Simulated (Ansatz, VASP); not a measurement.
One calculation of Te, two programs

```
Te
1.0
    -2.97738    3.90164    1.54532
     2.97738   -3.90164    1.54532
     2.97738    3.90164   -1.54532
Te
2
Cartesian
  2.9774 -1.9508 0.7755
  0.0000 5.8525 0.7698
```

Change from the starting cell: volume scaled by 1.02.

Alike in both runs: task single point; functional PBE; k mesh 10 × 10 × 10; occupations fermi-dirac, width 0.05 eV; no spin polarisation.

```csv
,VASP,Ansatz
version,VASP 6.6.1,Ansatz 0.2.0
potentials or method,"VASP PAW PBE potentials, release 64 (Te)",Ansatz PAW
plane-wave cutoff (eV),520,420
valence electrons in the cell,12,32
```

Ansatz gave:

- gap on the k mesh at the Fermi level (eV): none
- pressure (GPa): -0.2
- largest component of the traceless stress (GPa): 0.88

Question: Estimate VASP's values.

Answer: gap on the k mesh at the Fermi level (eV): none; pressure (GPa): -0.2; largest component of the traceless stress (GPa): 0.90.

A gap of «none» marks a metal or a gap that the smearing closes. The two sets of potentials don't hold the same shells in valence.

Caveats: this functional lacks dispersion, which binds the layers, so the pressure and a relaxed spacing across them are unreliable. Spin-orbit coupling is left out, which matters for the levels of Te.
